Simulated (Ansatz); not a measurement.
The polar optical mode of LiBr at 8 GPa, worked through

Level of theory: Ansatz 0.2.0, DFT PBEsol, scalar-relativistic, plane waves, PAW. Settings: 420 eV plane-wave cutoff, Γ-centred 8×8×8 mesh, fixed occupations. No spin polarisation. Phonons by linear response, acoustic sum rule imposed.

The cell, relaxed at 8 GPa:
```
CELL_PARAMETERS angstrom
0.00000 2.54397 2.54397
2.54397 0.00000 2.54397
2.54397 2.54397 0.00000
ATOMIC_POSITIONS crystal
Li 0.00000 0.00000 0.00000
Br 0.50000 0.50000 0.50000
```

Linear response gives ν_TO = 290.1 cm⁻¹, Born charges ±1.171 e (positive on Li) and ε∞ = 3.943. The primitive cell holds 32.928 Å³, and the masses are 6.940 and 79.904 amu.

**Question.** Find ν_LO and the static dielectric constant.

**Answer.** The long-wave field adds a restoring force: ω_LO² − ω_TO² = Z*²e²/(ε_vac ε∞ μV). In these units ν_LO² − ν_TO² = 4.92064×10⁷ Z*²/(μ V ε∞) cm⁻², with μ = m₁m₂/(m₁ + m₂) = 6.385 amu: 81378 cm⁻². So ν_LO = √(290.1² + 81378) = 406.9 cm⁻¹, and the run gives 406.9. Lyddane–Sachs–Teller then gives ε0 = ε∞ (ν_LO/ν_TO)² = 7.76, against 7.76 in the run (it forms both from the same three quantities, so the match checks the arithmetic only). Between ν_TO and ν_LO the dielectric function is negative and an undamped crystal reflects fully: a reststrahlen band from 24.6 to 34.5 μm.

**Question.** What do the Clausius–Mossotti polarisability and the Szigeti charge come to?

**Answer.** With the Lorentz local field, α = (3V/4π)(ε∞ − 1)/(ε∞ + 2) = 3.89 Å³ for the pair, and e_S = 3Z*/(ε∞ + 2) = 0.59 e. The Born charge includes the electrons' response to the dipole's own local field, and e_S takes that enhancement out. The Lorentz field assumes point-like polarisable ions, a fair picture at this small ε∞.

**Question.** How strongly does a slow electron couple to the LO mode?

**Answer.** For one isotropic parabolic band, Fröhlich's constant is α_F = (1/ε∞ − 1/ε0) √(m* Ry/ħω_LO), with Ry = 13.606 eV, ħω_LO = 50.4 meV and m* in free-electron masses: α_F = 0.1247 × 16.42 × √m* = 2.05 √m*. The band mass isn't part of this run; for m* = 0.1, 0.3 and 1 it gives 0.65, 1.12, 2.05. In weak coupling the polaron lies α_F ħω_LO below the band edge (57 meV at m* = 0.3) with a mass m*(1 + α_F/6); past α_F of about 5 or 6 that expansion fails. A semilocal functional's ε∞ tends to be too large, which taken alone lowers α_F.